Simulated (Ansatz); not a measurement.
How MnS answers to pressure

Space group Fm-3m (No. 225). a = 5.224 Å, b = 5.224 Å, c = 5.224 Å, α = 90.00°, β = 90.00°, γ = 90.00°
```tsv
atom	site	symmetry	x	y	z
Mn	4a	m-3m	0.0000	0.0000	0.0000
S	4b	m-3m	0.5000	0.0000	0.0000
```

The runs use the primitive cell with vectors (0.000, 2.612, 2.612), (2.612, 0.000, 2.612), (2.612, 2.612, 0.000) Å, to which the k mesh refers.

The geometry is COD entry 9005930, unchecked; take it as a test cell.

Other magnetic orders may lie lower; this is the state that the run reached.

All numbers below come from DFT, PBE, all-electron LAPW, scalar-relativistic (Ansatz 0.2.0).

Numerical set-up: a Γ-centred 12×12×12 k mesh, Fermi–Dirac smearing of 0.05 eV, basis error target 0.5 meV/atom, spin-polarised from start moments Mn1 4 μB.

The cell is scaled evenly with fractional coordinates held.

| V/V(cell) | P (GPa) | cell moment (μB) |
| --- | --- | --- |
| 0.9405 | -0.76 | 4.525 |
| 0.9700 | -2.18 | 4.626 |
| 1.0000 | -3.25 | 4.738 |
| 1.0300 | -4.57 | 4.805 |

Q: From the rows at 0.9700 and 1.0300, what is the bulk modulus at the cell's volume?

A: B = −ΔP/Δln V = −[(-4.57) − (-2.18)]/0.06002 = 39.8 GPa. This is the modulus at -3.25 GPa, not at zero pressure.

In a magnetic metal the moment, and with it the modulus, depend on the k mesh by some per cent, and the slopes vary along the table.

Q: How does the moment scale with volume?

A: dln M/dln V = ln(4.805/4.626)/0.06002 = 0.6: expansion raises it.

Q: Predict the row at V/V(cell) = 1.0600. How far is a linear estimate of P off?

A: P = -5.84 GPa, moment 4.855 μB. The linear estimate P(cell) − B ln(V/V(cell)) = -5.57 GPa misses by -0.27 GPa.
